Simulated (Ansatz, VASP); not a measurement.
## AlN: VASP beside Ansatz

File INCAR:

```
SYSTEM = AlN
PREC     = Accurate       ! precision mode
ENCUT    = 520            ! plane-wave cutoff, eV
EDIFF    = 1E-7           ! SCF threshold, eV
ISMEAR   = 0              ! smearing method
SIGMA    = 0.01           ! smearing width, eV
LREAL    = .FALSE.        ! projectors in reciprocal space
LASPH    = .TRUE.         ! aspherical terms in the spheres
NELM     = 100            ! most SCF steps
ALGO     = Normal         ! electronic algorithm
ISIF     = 2              ! what is computed and relaxed
LWAVE    = .FALSE.        ! write WAVECAR
LCHARG   = .TRUE.         ! write CHGCAR
GGA      = PS             ! functional
LELF     = .TRUE.         ! ELF
LVHAR    = .TRUE.       
NBANDS   = 11             ! bands
```

The input KPOINTS:

```
Automatic mesh
0
G
  10 10 10
  0 0 0
```

POSCAR

```
AlN
1.0
    2.1667926856      2.1667926856      0.0000000000
   -2.1667926856      2.1667926856      0.0000000000
    0.0000000000      2.1667926856      2.2124689765
Al N
1 1
Direct
    0.0000000000      0.0000000000      0.0000000000
    0.2500000000      0.7500000000      0.5000000000
```

Input for Ansatz:

```yaml
crystal:
  lattice:
    - [2.16679268565, 2.16679268565, 0.0]
    - [-2.16679268565, 2.16679268565, 0.0]
    - [0.0, 2.16679268565, 2.21246897653]
  atoms:
    - { symbol: Al, position: [0.0, 0.0, 0.0] }
    - { symbol: "N", position: [0.25, 0.75, 0.5] }
kpoints:
  mp_grid: { grid: [10, 10, 10] }
scf:
  occupations: { method: fixed }
  convergence: { dr2_threshold: 1.0e-10 }
hamiltonian:
  xc: pbesol
  pseudopotentials: { kind: all_electron, lapw: { basis_error: 0.0005 } }
output:
  forces: true
  stress: true
  eigenstates:
    kpoints:
      - [0.0, 0.0, 0.0]
      - [-0.5, 0.5, 0.0]
      - [-0.5, -0.5, -0.5]
      - [0.0, 0.0, -0.5]
      - [0.0, -0.5, -0.5]
      - [0.0, 0.5, 0.0]
      - [-0.5, 0.0, 0.0]
      - [-0.5, 0.0, -0.5]
  eigenvalues: true
```

Change from the starting cell: film at in-plane strain -0.01.

Alike in both runs: task single point; functional PBEsol; k mesh 10 × 10 × 10; no spin polarisation.

|  | VASP | Ansatz |
| --- | --- | --- |
| version | VASP 6.6.1 | Ansatz 0.2.0 |
| potentials or method | VASP PAW PBE potentials, release 64 (Al, N) | all-electron LAPW, scalar-relativistic |
| plane-wave cutoff (eV) | 520 | see its input |
| occupations | gaussian, width 0.01 eV | fixed |

Ansatz gave:

```
gap on the k mesh at the Fermi level (eV)       : 3.13
pressure (GPa)                                  : 1.8
largest component of the traceless stress (GPa) : 1.91
```

Q: What did VASP give for the same quantities?

A: gap on the k mesh at the Fermi level (eV): 3.13; pressure (GPa): 1.9; largest component of the traceless stress (GPa): 1.91.

Ansatz ran all-electron here, so the differences hold the error of VASP's frozen core and of both bases.

Caveats: the PAW data sets were made with another functional, which shifts forces and pressure a little (VASP). A k mesh can miss the band edges.
